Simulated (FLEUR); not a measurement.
# PtS2 (P-3m1) in FLEUR: convergence with k mesh

Aim: find how far k mesh must go before the results for PtS2 settle, at LDA. This setting moves, with any that are tied to it; all else stays.

Program: FLEUR MaX-R8.1 (later development tree). These are calculated values, not measurements. Logs are shortened: lines on timing, memory, paths and dates and some standing lists are left out, and cuts for length are marked.

**1. The structure**

Symmetry: P-3m1, No. 164, trigonal system. Conventional cell: a = 3.543 Å, b = 3.543 Å, c = 5.039 Å, α = 90.00°, β = 90.00°, γ = 120.00°. Pt (site symmetry -3m) is surrounded by 6 S at 2.34 Å. S (site symmetry 3m) is surrounded by 3 Pt at 2.34 Å.

**2. With k mesh 2 × 2 × 1**

Contents of inp.xml:

```xml
<?xml version="1.0" encoding="UTF-8" standalone="no"?>
<fleurInput fleurInputVersion="0.39">
   <comment>
      PtS2                                                                                                
   </comment>
   <calculationSetup>
      <cutoffs Kmax="5.94" Gmax="18.4" GmaxXC="18.4" numbands="0"/>
      <scfLoop itmax="60" minDistance="0.00001" maxIterBroyd="15" imix="Anderson" alpha="0.05" precondParam="0.0" spinf="2.0" sdNocoIR="T"/>
      <coreElectrons ctail="T" frcor="F" kcrel="0" coretail_lmax="0"/>
      <xcFunctional name="vwn" relativisticCorrections="F"/>
      <magnetism jspins="1"/>
      <soc l_soc="F" theta="0.0" phi="0.0" spav="F"/>
      <expertModes spex="0" secvar="F"/>
      <geometryOptimization l_f="T" forcealpha="1.0" forcemix="BFGS" epsdisp="0.0005" epsforce="0.0002"/>
      <ldaU l_linMix="F" mixParam="0.05" spinf="1.0"/>
   </calculationSetup>
   <cell>
      <bzIntegration valenceElectrons="30.0" mode="hist" fermiSmearingEnergy="0.00183747">
         <kPointListSelection listName="default-1"/>
         <!-- k-points included here -->
         <xi:include xmlns:xi="http://www.w3.org/2001/XInclude" href="kpts.xml"> </xi:include>
      </bzIntegration>
      <!-- symmetry operations included here -->
      <xi:include xmlns:xi="http://www.w3.org/2001/XInclude" href="sym.xml"> </xi:include>
      <bulkLattice scale="1.0">
         <bravaisMatrix>
            <row-1>    6.6956776046827198     0.0000000000000000     0.0000000000000000</row-1>
            <row-2>   -3.3478388023413599     5.7986269012265188     0.0000000000000000</row-2>
            <row-3>    0.0000000000000000     0.0000000000000000     9.5219519966344794</row-3>
         </bravaisMatrix>
      </bulkLattice>
   </cell>
   <atomSpecies>
      <species name="Platinum (Pt)" element="Pt" atomicNumber="78">
         <mtSphere radius="2.27" gridPoints="807" logIncrement="0.017"/>
         <atomicCutoffs lmax="10" lnonsphr="10"/>
         <electronConfig flipSpins="F">
            <coreConfig>(1s1/2) (2s1/2) (2p1/2) (2p3/2) (3s1/2) (3p1/2) (3p3/2) (4s1/2) (3d3/2) (3d5/2) (4p1/2) (4p3/2) (4d3/2) (4d5/2) (4f5/2) (4f7/2)</coreConfig>
            <valenceConfig>(5s1/2) (5p1/2) (5p3/2) (6s1/2) (5d3/2) (5d5/2)</valenceConfig>
            <stateOccupation state="(6s1/2)" spinUp="0.500000" spinDown="0.500000"/>
            <stateOccupation state="(5d3/2)" spinUp="1.800000" spinDown="1.800000"/>
            <stateOccupation state="(5d5/2)" spinUp="2.700000" spinDown="2.700000"/>
         </electronConfig>
         <energyParameters s="6" p="6" d="5" f="5"/>
         <lo type="SCLO" l="0" n="5" eDeriv="0"/>
         <lo type="SCLO" l="1" n="5" eDeriv="0"/>
         <lo type="SCLO" l="1" n="5" eDeriv="1"/>
         <lo type="SCLO" l="2" n="5" eDeriv="2"/>
         <lo type="SCLO" l="3" n="5" eDeriv="2"/>
      </species>
      <species name="Sulfur (S)" element="S" atomicNumber="16">
         <mtSphere radius="1.65" gridPoints="549" logIncrement="0.021"/>
         <atomicCutoffs lmax="8" lnonsphr="8"/>
         <electronConfig flipSpins="F">
            <coreConfig>(1s1/2) (2s1/2) (2p1/2) (2p3/2)</coreConfig>
            <valenceConfig>(3s1/2) (3p1/2) (3p3/2)</valenceConfig>
            <stateOccupation state="(3p1/2)" spinUp="0.666667" spinDown="0.666667"/>
            <stateOccupation state="(3p3/2)" spinUp="1.333333" spinDown="1.333333"/>
         </electronConfig>
         <energyParameters s="3" p="3" d="3" f="4"/>
         <lo type="SCLO" l="0" n="3" eDeriv="2"/>
         <lo type="SCLO" l="1" n="3" eDeriv="2"/>
         <lo type="SCLO" l="2" n="3" eDeriv="2"/>
         <lo type="SCLO" l="3" n="4" eDeriv="2"/>
      </species>
   </atomSpecies>
   <atomGroups>
      <atomGroup species="Platinum (Pt)">
         <relPos label="                   1">.0000000000 .0000000000 .0000000000</relPos>
         <force calculate="T" relaxXYZ="TTT"/>
      </atomGroup>
      <atomGroup species="Sulfur (S)">
         <relPos label="                   2">-1.000/3.000 1.000/3.000 -.2270000000</relPos>
         <relPos label="                   3">1.000/3.000 -1.000/3.000 .2270000000</relPos>
         <force calculate="T" relaxXYZ="TTT"/>
      </atomGroup>
   </atomGroups>
   <output dos="F" band="F" slice="F">
      <checks vchk="F" cdinf="F"/>
      <bandDOS minEnergy="-.5*Htr" maxEnergy="0.5*Htr" sigma="0.015" storeEVData="T"/>
      <vacuumDOS vacdos="F" integ="F" star="F" nstars="0" locx1="0.0" locy1="0.0" locx2="0.0" locy2="0.0" nstm="0" tworkf="0.0"/>
      <unfoldingBand unfoldBand="F" supercellX="1" supercellY="1" supercellZ="1"/>
      <plotting iplot="0" polar="F">
         <plot TwoD="T" vec1="  1.0  0.0  0.0" vec2="  0.0  1.0  0.0" vec3="  0.0  0.0  1.0" zero="  0.0  0.0  0.0" file="plot"/>
      </plotting>
      <chargeDensitySlicing numkpt="0" minEigenval="0.0" maxEigenval="0.0" nnne="0" pallst="F"/>
      <specialOutput eonly="F"/>
      <moessbauerParams electricFieldGradient="T" isomerShift="T" coreHyperfine="T" valenceHyperfine="T"/>
      <magneticCircularDichroism mcd="F" energyLo="-10.0" energyUp="0.0"/>
   </output>
  <!-- We include the file relax.xml here to enable relaxations (see documentation) -->
  <xi:include xmlns:xi="http://www.w3.org/2001/XInclude" href="relax.xml"> <xi:fallback/> </xi:include>
</fleurInput>
```

Contents of crystal.txt:

```
PtS2
&input cartesian=F /
3.5432000000  0.0000000000  0.0000000000
-1.7716000000  3.0685012107  0.0000000000
0.0000000000  0.0000000000  5.0388000000
1.8897261246
1.0 1.0 1.0

3
78 0.0000000000  0.0000000000  0.0000000000
16 0.6666666667  0.3333333333  0.7730000000
16 0.3333333333  0.6666666667  0.2270000000

&kpt div1=2 div2=2 div3=1 gamma=T /
```

Potentials or basis: all-electron, FLAPW.

The run is started by

```console
$ inpgen -f crystal.txt -profile fastHighL
$ # inp.xml edited to the form shown
$ fleur_MPI
```

Wall time 54 s (1 thread of Arm Neoverse V1, shared host); peak memory 0.14 GiB.

Results:

| Property | Result |
| --- | --- |
| Free energy | -523345.4977 eV |
| Largest force | 0.663 eV/Å |
| Band gap on the k mesh | 1.75 eV, indirect (least direct gap 2.46 eV) |
| Valence electrons inside the program's atomic spheres | Pt 15.74; S 2.63 (radii Pt 2.27, S 1.65 bohr) |

**3. With k mesh 4 × 4 × 2**

inp.xml is that of step 2.

Changes to crystal.txt since step 2:

```diff
@@ -13,2 +13,2 @@
 
-&kpt div1=2 div2=2 div3=1 gamma=T /
+&kpt div1=4 div2=4 div3=2 gamma=T /
```

Potentials or basis: all-electron, FLAPW.

The run is started by

```console
$ inpgen -f crystal.txt -profile fastHighL
$ # inp.xml edited to the form shown
$ fleur_MPI
```

It took 2.8 min on 1 thread of Arm Neoverse V1, shared host; peak memory 0.14 GiB.

What came out:

```yaml
Free_energy: -523344.4462 eV
Largest_force: 0.916 eV/Å
Band_gap_on_the_k_mesh: 1.09 eV, indirect (least direct gap 1.64 eV)
Valence_electrons_inside_the_program's_atomic_spheres: Pt 15.77; S 2.63 (radii Pt 2.27, S 1.65 bohr)
```

**4. With k mesh 5 × 5 × 3**

inp.xml is that of step 3.

Changes to crystal.txt since step 3:

```diff
@@ -13,2 +13,2 @@
 
-&kpt div1=4 div2=4 div3=2 gamma=T /
+&kpt div1=5 div2=5 div3=3 gamma=T /
```

The run is started by

```console
$ inpgen -f crystal.txt -profile fastHighL
$ # inp.xml edited to the form shown
$ fleur_MPI
```

Wall time 4 min (1 thread of Arm Neoverse V1, shared host); peak memory 0.14 GiB.

Results:

```
Free energy                                           : -523344.4278 eV
Largest force                                         : 0.838 eV/Å
Band gap on the k mesh                                : 1.24 eV, indirect (least direct gap 1.35 eV)
Valence electrons inside the program's atomic spheres : Pt 15.77; S 2.63 (radii Pt 2.27, S 1.65 bohr)
```

**5. With k mesh 6 × 6 × 4**

inp.xml is that of step 4.

Changes to crystal.txt since step 4:

```diff
@@ -13,2 +13,2 @@
 
-&kpt div1=5 div2=5 div3=3 gamma=T /
+&kpt div1=6 div2=6 div3=4 gamma=T /
```

The run is started by

```console
$ inpgen -f crystal.txt -profile fastHighL
$ # inp.xml edited to the form shown
$ fleur_MPI
```

Run time: 7.4 min. Hardware: 1 thread of Arm Neoverse V1, shared host; peak memory 0.15 GiB.

What came out:

```yaml
Free_energy: -523344.4196 eV
Largest_force: 0.816 eV/Å
Band_gap_on_the_k_mesh: 0.85 eV, indirect (least direct gap 1.37 eV)
Valence_electrons_inside_the_program's_atomic_spheres: Pt 15.77; S 2.63 (radii Pt 2.27, S 1.65 bohr)
```

**6. With k mesh 8 × 8 × 4**

inp.xml is that of step 5.

Changes to crystal.txt since step 5:

```diff
@@ -13,2 +13,2 @@
 
-&kpt div1=6 div2=6 div3=4 gamma=T /
+&kpt div1=8 div2=8 div3=4 gamma=T /
```

Potentials or basis: all-electron, FLAPW.

The run is started by

```console
$ inpgen -f crystal.txt -profile fastHighL
$ # inp.xml edited to the form shown
$ fleur_MPI
```

It took 11 min on 1 thread of Arm Neoverse V1, shared host; peak memory 0.15 GiB.

Results:

```
Free energy                                           : -523344.4224 eV
Largest force                                         : 0.809 eV/Å
Band gap on the k mesh                                : 0.80 eV, indirect (least direct gap 0.84 eV)
Valence electrons inside the program's atomic spheres : Pt 15.77; S 2.63 (radii Pt 2.27, S 1.65 bohr)
```

**7. With k mesh 9 × 9 × 5**

inp.xml is that of step 6.

Changes to crystal.txt since step 6:

```diff
@@ -13,2 +13,2 @@
 
-&kpt div1=8 div2=8 div3=4 gamma=T /
+&kpt div1=9 div2=9 div3=5 gamma=T /
```

Potentials or basis: all-electron, FLAPW.

The run is started by

```console
$ inpgen -f crystal.txt -profile fastHighL
$ # inp.xml edited to the form shown
$ fleur_MPI
```

The program printed:

```text
Welcome to FLEUR        (www.flapw.de)
      MaX-Release 8.1          (www.max-centre.eu)

 ========== k-point set info ==========
 Selected k-point list: default-1
 k-point list type: mesh
 9 x 9 x 5
 Number of k points: 50

 ------------Calculation Setup---------------------------
 Number of MPI-tasks      :            1
 Number of PE/node        :            1
 Number of OMP-threads    :            1
 Most efficient MPI parallelization for:
           1           2           5          10          25          50
 Additional eigenvalue parallelization possible
 Number of basis functions:         1427
 Approximate size of matrices (H+S) per k-point:         0.030 GB
 --------------------------------------------------------
 Iteration:     1   Distance:      18.26320132 me/bohr^3
 Iteration:     2   Distance:      15.35134313 me/bohr^3
 Iteration:     3   Distance:       7.44017594 me/bohr^3
 Iteration:     4   Distance:       3.54369319 me/bohr^3
 Iteration:     5   Distance:       1.94160585 me/bohr^3
 Iteration:     6   Distance:       0.41920397 me/bohr^3
 Iteration:     7   Distance:       0.35048365 me/bohr^3
 Iteration:     8   Distance:       0.09792603 me/bohr^3
 Iteration:     9   Distance:       0.02337619 me/bohr^3
 Iteration:    10   Distance:       0.01874568 me/bohr^3
 Iteration:    11   Distance:       0.00244869 me/bohr^3
 Iteration:    12   Distance:       0.00193876 me/bohr^3
 Iteration:    13   Distance:       0.00025218 me/bohr^3
 Iteration:    14   Distance:       0.00003341 me/bohr^3
 Iteration:    15   Distance:       0.00002862 me/bohr^3
 Iteration:    16   Distance:       0.00002697 me/bohr^3
 Iteration:    17   Distance:       0.00000898 me/bohr^3
 Reset of history

 ********************************************************************
 Run finished successfully
 Stop message:
   Structural relaxation: new displacements generated
 ********************************************************************
```

It took 16 min on 1 thread of Arm Neoverse V1, shared host; peak memory 0.15 GiB.

Results:

- Free energy: -523344.4228 eV
- Largest force: 0.813 eV/Å
- Band gap on the k mesh: 0.90 eV, indirect (least direct gap 0.96 eV)
- Valence electrons inside the program's atomic spheres: Pt 15.77; S 2.63 (radii Pt 2.27, S 1.65 bohr)

**8. With k mesh 11 × 11 × 6**

inp.xml is that of step 7.

Changes to crystal.txt since step 7:

```diff
@@ -13,2 +13,2 @@
 
-&kpt div1=9 div2=9 div3=5 gamma=T /
+&kpt div1=11 div2=11 div3=6 gamma=T /
```

The run is started by

```console
$ inpgen -f crystal.txt -profile fastHighL
$ # inp.xml edited to the form shown
$ fleur_MPI
```

Run time: 18 min. Hardware: 1 thread of Arm Neoverse V1, shared host.

The run was cut off at its time limit.

**9. With k mesh 14 × 14 × 8**

inp.xml is that of step 8.

Changes to crystal.txt since step 8:

```diff
@@ -13,2 +13,2 @@
 
-&kpt div1=11 div2=11 div3=6 gamma=T /
+&kpt div1=14 div2=14 div3=8 gamma=T /
```

Potentials or basis: all-electron, FLAPW.

The run is started by

```console
$ inpgen -f crystal.txt -profile fastHighL
$ # inp.xml edited to the form shown
$ fleur_MPI
```

It took 18 min on 1 thread of Arm Neoverse V1, shared host.

The calculation hadn't finished when its time ran out.

**10. Summary**

```
     k mesh  energy less the tightest run, at zero smearing (meV/atom)  largest force (eV/Å)  gap on the mesh (eV)  SCF cycles  CPU time (s)  peak memory (GiB)
  2 × 2 × 1                                                    -358.29                 0.663                 1.746          19            54               0.14
  4 × 4 × 2                                                      -7.79                 0.916                 1.092          18           170               0.14
  5 × 5 × 3                                                      -1.65                 0.838                 1.239          18           240               0.14
  6 × 6 × 4                                                       1.08                 0.816                 0.855          18           440               0.15
  8 × 8 × 4                                                       0.13                 0.809                 0.798          18           640               0.15
  9 × 9 × 5                                                       0.00                 0.813                 0.904          18           940               0.15
11 × 11 × 6                                     timed out after 1100 s                     -                     -           -             -                  -
14 × 14 × 8                                     timed out after 1100 s                     -                     -           -             -                  -
```

Against the tightest run, the energy stays within 1 meV/atom from 8 × 8 × 4 on; the largest force stays within 0.005 eV/Å from 6 × 6 × 4 on. Not settled before the last step: the gap on the mesh (to 0.01 eV). Meshes of other sizes hit other points, so gaps and Fermi surfaces needn't settle smoothly. The tightest run that finished is the yardstick and may itself not be fully converged.

Caveats: core charge leaks out of the spheres, which shifts energies; spin-orbit coupling is left out, which moves the levels of the heavy elements; an odd mesh through Γ misses points on the zone boundary, where band edges often lie.
